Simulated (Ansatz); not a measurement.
Given:

NaBr (rock salt) is sheared across one {100} plane: the third cell vector gains the shift, so faults repeat every 9.1 Å. The cut lies between planes 3.02 Å apart; the cell height is held.

```yaml
crystal:
  lattice:
    - [4.26808, 0.00000, 0.00000]
    - [0.00000, 4.26808, 0.00000]
    - [2.13404, 2.13404, 9.05397]
  atoms:
    - { symbol: Br, position: [0.00000, 0.00000, 0.83333] }
    - { symbol: Br, position: [0.33333, 0.33333, 0.16667] }
    - { symbol: Br, position: [0.66667, 0.66667, 0.50000] }
    - { symbol: Na, position: [0.50000, 0.50000, 0.83333] }
    - { symbol: Na, position: [0.83333, 0.83333, 0.16667] }
    - { symbol: Na, position: [0.16667, 0.16667, 0.50000] }
```

In-plane vectors a = (4.268, 0.000) Å, b = (0.000, 4.268) Å, area 18.22 Å². The shift is x·a + y·b, and the map repeats with period 1 in x and y. The shift is rigid: no atom relaxes. γ = [E(shift) − E(0)] / area.

The numbers are results of PBE (plane waves to 420 eV, PAW, scalar-relativistic; Ansatz, a first-principles code), not measurements. k mesh 7×7×7 (Γ-centred), Fermi-Dirac smearing 0.05 eV. E is the zero-smearing estimate. Faults lie only 9.1 Å apart, and holding the cell height and the atoms raises γ above its relaxed value. NaBr was relaxed with its symmetry unable to fall. γ is measured from zero shift.

The scan covers x from 0.000 to 0.833 in 6 points and y from 0.000 to 0.833 in 6 points.

Task: Where does the grid have local minima besides zero shift?

Result: No grid point is one.

Task: Stepping between nearest grid points (4 neighbours each), what is the highest γ met on the easiest way from zero shift to the shift a?

Result: 334 mJ/m².

Task: Which grid point, or set of equal points, is the highest, and at what γ?

Result: x = 0.500, y = 0.500 (1003 mJ/m²).

(The slope of γ gives the shear force per area between the displaced halves; near zero shift its curvature is an elastic stiffness.)
